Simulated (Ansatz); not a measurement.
## Compressing Ti: a fit and a missing row

Ti, Fm-3m, a = 4.056 Å. This isn't the element's structure at ambient conditions. Ansatz: PBEsol, PAW, 420 eV, Γ-centred 18×18×18 mesh on 1 atom, Gaussian smearing 0.10 eV; no spin polarisation. Symmetry fixes shape and atoms, so the cell is only scaled; pressure is positive in compression.

| V (Å³/atom) | P (GPa) |
| --- | --- |
| 14.678 | ? |
| 15.178 | 12.59 |
| 15.679 | 7.83 |
| 16.179 | 3.66 |
| 16.680 | 0.00 |
| 17.180 | -3.21 |
| 17.680 | -6.03 |
| 18.347 | -9.25 |

Problem. Take V0 = 16.680 Å³/atom, fit the third-order Birch–Murnaghan form to the other rows, and predict the missing pressure.

Solution. With the Eulerian strain f = ½[(V0/V)^(2/3) − 1] and y = P/[3f(1 + 2f)^(5/2)], the form is the line y = B0 + 1.5 B0 (B0′ − 4) f. Rows (f, y): 0.03246, 110.5; 0.02106, 111.8; 0.01027, 112.9; -0.00975, 115.3; -0.01904, 116.3; -0.03076, 117.5. Means f = 0.0007067, y = 114.05; Σ(Δf)² = 0.003003, ΣΔfΔy = -0.3356; the slope is their ratio. y = 114.1 − 111.7 f GPa, so B0 = 114.1 GPa and B0′ = 4 + 2 × (-111.7)/(3 × 114.1) = 3.35. At V = 14.678, f = 0.04449, y = 109.13 and P = 18.03 GPa. The run gave 18.03 GPa, the same to the digits shown.